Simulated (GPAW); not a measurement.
# NiO (Fm-3m) in GPAW: notebook

Aim: see how the results for NiO move with the level of theory and the settings. Levels: RPBE+D3(BJ), RPBE, revPBE. Tasks: equation of state, band structure.

Program: GPAW 26.7.0. These are calculated values, not measurements. Logs are shortened: lines on timing, memory, paths and dates and some standing lists are left out, and cuts for length are marked. The log counts tension as positive stress, the text compression.

**What was measured.**

“Local correlations, non-local screening, multiplets, and band formation in NiO”, 2012, arxiv:1210.6675 quotes, for a bulk crystal of NiO: band gap 4.3 eV.

The runs below are set against these values where they give the same quantity.

## 1. The structure

The structure is cubic, space group Fm-3m (No. 225). Conventional cell: a = 4.172 Å, b = 4.172 Å, c = 4.172 Å, α = 90.00°, β = 90.00°, γ = 90.00°. Around Ni (site symmetry m-3m) lie 6 O at 2.09 Å. O (site symmetry m-3m) has 6 Ni at 2.09 Å as nearest neighbours.

## 2. Equation of state, RPBE+D3(BJ), collinear spin, ferromagnetic start

run.py

```python
from ase.calculators.mixing import SumCalculator
from ase.eos import EquationOfState
from ase.io import Trajectory, read
from ase.units import GPa
from dftd3.ase import DFTD3
from gpaw import GPAW, PW

atoms = read('NiO.xyz')
atoms.set_initial_magnetic_moments([1.0, 0.0])

traj = Trajectory('eos.traj', 'w')
volumes, energies = [], []
for x in [0.94, 0.96, 0.98, 1.0, 1.02, 1.04, 1.06]:
    a = atoms.copy()
    a.set_cell(atoms.cell * x**(1 / 3), scale_atoms=True)
    calc = GPAW(mode=PW(800),
                xc='RPBE',
                kpts={'size': (8, 8, 8), 'gamma': True},
                occupations={'name': 'fermi-dirac', 'width': 0.05},
                nbands=22,
                convergence={'density': 1e-05, 'energy': 1e-05},
                maxiter=150,
                txt=f'eos-{x:.2f}.txt')
    a.calc = SumCalculator([calc, DFTD3(method='rpbe', damping='d3bj')])
    energies.append(a.get_potential_energy())
    volumes.append(a.get_volume())
    p = -a.get_stress()[:3].mean() / GPa
    calc.write(f'eos-{x:.2f}.gpw')
    traj.write(a)
    print(f'{x:.2f} {volumes[-1]:10.4f} A^3 {energies[-1]:14.6f} eV {p:9.3f} GPa', flush=True)

v0, e0, B = EquationOfState(volumes, energies, eos='birchmurnaghan').fit()
print(f'V0 = {v0:.4f} A^3, E0 = {e0:.6f} eV, B0 = {B / GPa:.2f} GPa')
```

NiO.xyz

```xyz
2
Lattice="0.0000000000 2.0859016414 2.0859016414 2.0859016414 0.0000000000 2.0859016414 2.0859016414 2.0859016414 0.0000000000" Properties=species:S:1:pos:R:3 pbc="T T T"
Ni     0.0000000000      0.0000000000      0.0000000000
O      2.0859016414      2.0859016414      2.0859016414
```

Potentials or basis: the program's PAW data sets (release 1.2.1) made for this functional, pw.

Run with:

```bash
$ OMP_NUM_THREADS=1 python run.py
```

The log of the run:

```text
__  _  _
 | _ |_)|_||  |
 |__||  | ||/\| - 26.7.0

Input parameters:
  mode=PW(ecut=800.0),
  convergence={'density': 1e-05, 'energy': 1e-05},
  kpts=MonkhorstPack(size=(8, 8, 8), gamma=True),
  maxiter=150,
  nbands=22,
  occupations=Occupations(name='fermi-dirac', width=0.05),
  xc=XC(name='RPBE')

Diagonalizing LCAO Hamiltonian
Converting LCAO to pw mode

              O

       Ni

Atoms  # Å, Bohr magnetons
|   | symbol |        x |        y |        z |    initial magnetic moments |
|---|--------|----------|----------|----------|-----------------------------|
| 0 |     Ni | 0.000000 | 0.000000 | 0.000000 | ( 0.0000,  0.0000,  1.0000) |
| 1 |      O | 2.057710 | 2.057710 | 2.057710 | ( 0.0000,  0.0000,  0.0000) |

Unit cell  # Å
| periodic |        x |        y |        z |  lengths |    angles |
|----------|----------|----------|----------|----------|-----------|
|      yes | 0.000000 | 2.057710 | 2.057710 | 2.910042 | 60.000000 |
|      yes | 2.057710 | 0.000000 | 2.057710 | 2.910042 | 60.000000 |
|      yes | 2.057710 | 2.057710 | 0.000000 | 2.910042 | 60.000000 |

Number of symmetries: 48
Symmetry operations  # r_c * U_cc + t_c -> r_c
|    | kind |            matrix            |
|----|------|------------------------------|
|  0 |  σ   |  1, 0, 0,  1, 0,-1,  1,-1, 0 |
|  1 |  C2  |  1, 0, 0,  1,-1, 0,  1, 0,-1 |
|  2 |  E   |  1, 0, 0,  0, 1, 0,  0, 0, 1 |
|  3 |  σ   |  1, 0, 0,  0, 0, 1,  0, 1, 0 |
|  4 |  C4  |  1, 0,-1,  1, 0, 0,  1,-1, 0 |
|  5 |  S6  |  1, 0,-1,  1,-1, 0,  1, 0, 0 |
|  6 |  σ   |  1, 0,-1,  0, 1,-1,  0, 0,-1 |
|  7 |  C3  |  1, 0,-1,  0, 0,-1,  0, 1,-1 |
|  8 |  S6  |  1,-1, 0,  1, 0, 0,  1, 0,-1 |
|  9 |  C4  |  1,-1, 0,  1, 0,-1,  1, 0, 0 |
| 10 |  C3  |  1,-1, 0,  0,-1, 1,  0,-1, 0 |
| 11 |  σ   |  1,-1, 0,  0,-1, 0,  0,-1, 1 |
| 12 |  σ   |  0, 1, 0,  1, 0, 0,  0, 0, 1 |
| 13 |  C4  |  0, 1, 0,  0, 1,-1, -1, 1, 0 |
| 14 |  C3  |  0, 1, 0,  0, 0, 1,  1, 0, 0 |
| 15 |  S6  |  0, 1, 0, -1, 1, 0,  0, 1,-1 |
| 16 |  C2  |  0, 1,-1,  1, 0,-1,  0, 0,-1 |
| 17 |  σ   |  0, 1,-1,  0, 1, 0, -1, 1, 0 |
| 18 |  S4  |  0, 1,-1,  0, 0,-1,  1, 0,-1 |
| 19 |  C4  |  0, 1,-1, -1, 1, 0,  0, 1, 0 |
| 20 |  C3  |  0, 0, 1,  1, 0, 0,  0, 1, 0 |
| 21 |  σ   |  0, 0, 1,  0, 1, 0,  1, 0, 0 |
| 22 |  S6  |  0, 0, 1,  0,-1, 1, -1, 0, 1 |
| 23 |  C4  |  0, 0, 1, -1, 0, 1,  0,-1, 1 |
| 24 |  S4  |  0, 0,-1,  1, 0,-1,  0, 1,-1 |
| 25 |  C3  |  0, 0,-1,  0, 1,-1,  1, 0,-1 |
| 26 |  C2  |  0, 0,-1,  0,-1, 0, -1, 0, 0 |
| 27 |  S6  |  0, 0,-1, -1, 0, 0,  0,-1, 0 |
| 28 |  S4  |  0,-1, 1,  1,-1, 0,  0,-1, 0 |
| 29 |  C4  |  0,-1, 1,  0, 0, 1, -1, 0, 1 |
| 30 |  C2  |  0,-1, 1,  0,-1, 0,  1,-1, 0 |
| 31 |  σ   |  0,-1, 1, -1, 0, 1,  0, 0, 1 |
| 32 |  C3  |  0,-1, 0,  1,-1, 0,  0,-1, 1 |
| 33 |  S6  |  0,-1, 0,  0, 0,-1, -1, 0, 0 |
| 34 |  S4  |  0,-1, 0,  0,-1, 1,  1,-1, 0 |
| 35 |  C2  |  0,-1, 0, -1, 0, 0,  0, 0,-1 |
| 36 |  C2  | -1, 1, 0,  0, 1, 0,  0, 1,-1 |
| 37 |  S6  | -1, 1, 0,  0, 1,-1,  0, 1, 0 |
| 38 |  S4  | -1, 1, 0, -1, 0, 1, -1, 0, 0 |
| 39 |  C3  | -1, 1, 0, -1, 0, 0, -1, 0, 1 |
| 40 |  S6  | -1, 0, 1,  0, 0, 1,  0,-1, 1 |
[... 104 lines left out ...]
Reference energy: -43416.493437  # eV

eigensolver:
  PPCG
  Converge bands: occupied
  niter=2

density mixing:
  MSR1-Mixer
  Pratt-step length: 0.05
  Maximum mixing coefficient: 0.75
  Old densities: 10
  SVD Regularization: 0.005
  Good broyden scale: 1.0
  Trust region scale: 1.0
  Backstep threshold: 4.0
  History deletion threshold: 6.0
  Fourier metric: weight=20.0, sigma=0.015

occupation numbers:
  Fermi-Dirac:
    width: 0.0500  # eV

poisson solver:
  ecut: 6400.0  # eV

xc functional:
  name: RPBE with 2 nearest neighbor stencil

convergence criteria:
- Maximum integral of absolute [dens]ity change: 1e-05 electrons / valence electron
- Maximum [total energy] change in last 3 cyles: 1e-05 eV / valence electron
- Maximum integral of absolute [eigenst]ate change: 4e-08 eV^2 / valence electron
maximum number of iterations: 150

SCF iterations
|iter     | |      energy | eigst |  dens |  magmom |
|---------|-|-------------|-------|-------|---------|
|iter:   1| |  -12.627161 | +0.16 |       |  +1.0004|
|iter:   2| |  -12.517952 | -2.37 | -1.12 |  +0.9920|
|iter:   3| |  -12.284516 | -2.21 | -1.16 |  +0.8683|
|iter:   4| |  -12.335354 | -2.73 | -1.74 |  +0.8656|
|iter:   5| |  -12.285383 | -3.52 | -1.69 |  +0.8540|
|iter:   6| |  -12.300016 | -3.63 | -2.13 |  +0.8759|
|iter:   7| |  -12.304882 | -4.92 | -2.29 |  +0.9237|
|iter:   8| |  -12.326181 | -3.36 | -2.28 |  +1.3233|
|iter:   9| |  -12.350244 | -3.15 | -2.18 |  +1.8087|
|iter:  10| |  -12.344103 | -3.66 | -2.40 |  +1.6222|
|iter:  11| |  -12.306832 | -2.97 | -2.35 |  +2.2331|
|iter:  12| |  -12.345644 | -3.02 | -1.79 |  +1.6634|
|iter:  13| |  -12.327383 | -3.25 | -2.52 |  +2.1194|
|iter:  14| |  -12.348952 | -3.43 | -1.93 |  +1.7430|
|iter:  15| |  -12.349959 | -4.99 | -2.83 |  +1.7978|
|iter:  16| |  -12.349792 | -5.88 | -3.43 |  +1.7836|
|iter:  17| |  -12.349668 | -6.84 | -3.53 |  +1.7773|
|iter:  18| |  -12.349863c| -6.33 | -3.40 |  +1.7896|
|iter:  19| |  -12.349886c| -7.37 | -4.04 |  +1.7918|
|iter:  20| |  -12.349886c| -8.70c| -5.20c|  +1.7918|

Converged in 20 steps
Energy contributions relative to reference atoms: (reference = -43416.493437)

Energy contributions:
  Kinetic:          32.380033
  Coulomb:         -27.133524
  Zero:              0.286692
  External:          0.000000
  Xc:              -17.879305
  Entropy:          -0.007562
  Spinorbit:         0.000000
  ----------------------------
  Free energy:     -12.353667
  Extrapolated:    -12.349886

dipole moment: (-8.251893, -8.251893, -8.251893)  # |e|*Ang

Total magnetic moment: (0.000000, 0.000000, 1.791781)

Local magnetic moments
|        x |        y |        z |
|----------|----------|----------|
| 0.000000 | 0.000000 | 1.491375 |  # Ni   0
| 0.000000 | 0.000000 | 0.216935 |  # O    1

Fermi level: 9.017
Eigenvalues  # (at kpt = [0.000, 0.000, 0.000])
| band index |      eig [eV] | occ [0-1] |      eig [eV] | occ [0-1] |
|------------|---------------|-----------|---------------|-----------|
|          0 |       -56.030 |     1.000 |       -54.182 |     1.000 |
|        ... |               |           |               |           |
|          4 |         5.625 |     1.000 |         6.153 |     1.000 |
|          5 |         5.625 |     1.000 |         6.153 |     1.000 |
|          6 |         5.625 |     1.000 |         6.153 |     1.000 |
|          7 |         5.640 |     1.000 |         6.938 |     1.000 |
|          8 |         5.640 |     1.000 |         6.938 |     1.000 |
|          9 |         6.103 |     1.000 |         6.938 |     1.000 |
[... 8 lines left out ...]
|         18 |        31.676 |     0.000 |        32.179 |     0.000 |
|         19 |        31.676 |     0.000 |        32.179 |     0.000 |
|        ... |               |           |               |           |
|         21 |        35.019 |     0.000 |        35.732 |     0.000 |

No gap
No difference between direct/indirect transitions

Stress tensor  # eV/Ang^3
|         x |         y |         z |
|-----------|-----------|-----------|
| -0.178590 |  0.000000 |  0.000000 |
|  0.000000 | -0.178590 | -0.000000 |
|  0.000000 | -0.000000 | -0.178590 |

# Writing to eos-0.96.gpw (mode='')
```

It took 6.7 min on 1 thread of Arm Neoverse V1, shared host; peak memory 0.31 GiB.

Results:

```
Equilibrium volume : 8.96 Å³/atom (rough: see the caveat)
Bulk modulus       : 833 GPa (rough)
```

Energy against volume, from the lowest point:
```csv
volume (Å³/atom),energy (meV/atom)
8.531,44.16
8.713,22.28
8.894,6.94
9.076,0.00
9.257,1.27
9.439,105.48
9.620,128.13
```

Caveat: the energies scatter about the fit; the fit is doubtful: noisy points or a state that changes with volume.

(Continued in part 2 of 3.)
